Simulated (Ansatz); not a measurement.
Set up this calculation in Ansatz 0.2.0, as the native input.

```
Task                                : band structure
Functional                          : PBEsol
Potentials or basis                 : Ansatz PAW
Cutoff                              : 420 eV (not typed: the program's choice for these potentials)
k mesh                              : 10 × 10 × 10
Occupations                         : fermi-dirac, width 0.05 eV
Spin                                : no spin polarisation
Path                                : [["G", "X", "W", "K", "G", "L", "U", "W", "L", "K"], ["U", "X"]]
Points for each segment of the path : 14
```

Crystal: Sb.

```
Sb
1.0
     0.00000    2.37124    2.37124
     2.37124    0.00000    2.37124
     2.37124    2.37124    0.00000
Sb
1
Direct
  0.00000 0.00000 0.00000
```

This isn't the form of Sb at room conditions, which is rhombohedral.

One way to write it, as run:

input.yaml

```yaml
crystal:
  lattice:
    - [0.0, 2.3712425216, 2.3712425216]
    - [2.3712425216, 0.0, 2.3712425216]
    - [2.3712425216, 2.3712425216, 0.0]
  atoms:
    - { symbol: Sb, position: [0.0, 0.0, 0.0] }
hamiltonian:
  xc: pbesol
  pseudopotentials: { kind: paw }
kpoints:
  mp_grid: { grid: [10, 10, 10] }
  band_path:
    path:
      - [[0.0, 0.0, 0.0], [0.5, 0.0, 0.5], [0.5, 0.25, 0.75], [0.375, 0.375, 0.75], [0.0, 0.0, 0.0], [0.5, 0.5, 0.5], [0.625, 0.25, 0.625], [0.5, 0.25, 0.75], [0.5, 0.5, 0.5], [0.375, 0.375, 0.75]]
      - [[0.625, 0.25, 0.625], [0.5, 0.0, 0.5]]
    npoints: 14
scf:
  occupations: { method: fermi_dirac, width: 0.05 }
  n_extra_bands: 6
output:
  forces: true
  stress: true
  eigenvalues: true
  fatbands: false
```

Potentials or basis: Ansatz PAW.

The run is started by

```bash
$ ansatz run input.yaml --threads 2 --pin off --max-ram 5632MiB --backend cpu --events-out ev --progress --plain --runs-dir out
```

Results of the run:

The pressure is -1.2 GPa and the band gap on the k mesh is none (metal or under the smearing width).

Caveat: spin-orbit coupling is left out, which moves the levels of the heavy elements; the PAW data sets come from PBE, with cores solved anew for the run's functional, which leaves a small shift of forces and pressure.

Wall time 2.1 s on 2 threads of Intel(R) Xeon(R) Platinum 8259CL CPU @ 2.50GHz (Skylake/Cascade Lake), with other jobs on the host, peak memory 0.42 GiB.
